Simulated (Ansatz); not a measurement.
TiSe:

```
Ti Se
1.0
     0.00000    3.10300    3.10300
     3.10300    0.00000    3.10300
     3.10300    3.10300    0.00000
Ti Se
1 1
Direct
  0.00000 0.00000 0.00000
  0.25000 0.25000 0.25000
```

The cell comes from a database or a generator and needn't be the stable form of this composition.

Base run:

| Quantity | Value |
| --- | --- |
| Program | Ansatz 0.2.0 |
| Functional | r2SCAN |
| Potentials or basis | Ansatz PAW |
| Cutoff | 500 eV (not typed: the program's choice for these potentials) |
| k mesh | 8 × 8 × 8 |
| Occupations | fermi-dirac, width 0.05 eV |
| Spin | no spin polarisation |
| Hubbard terms | Ti d U = 5 eV |

Its results: band gap on the k mesh none (metal or under the smearing width); pressure -7.4 GPa.

Problem. The run is repeated on the same cell with these changes: hubbard terms from Ti d U = 5 eV to Ti d U = 6 eV. What comes out?

Solution. Band gap on the k mesh none (metal or under the smearing width); pressure -7.0 GPa.

Caveats: U without spin polarisation on a metal has little footing; the PAW data sets come from PBE, with cores solved anew for the run's functional, which leaves a small shift of forces and pressure.
